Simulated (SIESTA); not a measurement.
Cd:

```xyz
1
Lattice="1.6080 0.9284 2.4493 -1.6080 0.9284 2.4493 0.0000 -1.8568 2.4493" Properties=species:S:1:pos:R:3 pbc="T T T"
Cd    0.0000    0.0000    0.0000
```

This isn't the form of Cd at room conditions, which is hcp.

```yaml
Program: SIESTA 5.4.2
Task: single point
Functional: PBE
Potentials_or_basis: PseudoDojo 0.4 standard (PBE files)
Basis: DZP (energy shift 0.002 Ry)
Grid_cutoff: 800 Ry
Energy_shift: 0.002 Ry
k_mesh: 10 × 10 × 10
Occupations: fermi-dirac, width 0.05 eV
Spin: no spin polarisation
```

On this cell: pressure 2.1 GPa; band gap on the k mesh none (metal or under the smearing width).

The same run follows on a disturbed copy (cell strained at random at fixed volume):

```
CELL_PARAMETERS angstrom
1.57901 0.90449 2.38531
-1.65999 0.89892 2.44059
-0.04532 -1.89348 2.44709
ATOMIC_POSITIONS crystal
Cd 0.99971 0.99976 0.01173
```

Q: What does the disturbed cell give?

A: The energy (extrapolated to zero smearing) moves by +3.3 meV/atom; pressure 2.0 GPa; band gap on the k mesh none (metal or under the smearing width).

Stress tensor (GPa, compression positive):
```
 1.61 -0.34  0.76
-0.34  2.17  0.51
 0.76  0.51  2.34
```

Caveats: semicore shells carry a single zeta, which can move pressures by several GPa and volumes by a few percent; the basis of atomic orbitals isn't converged, which shifts pressures, moduli and gaps.
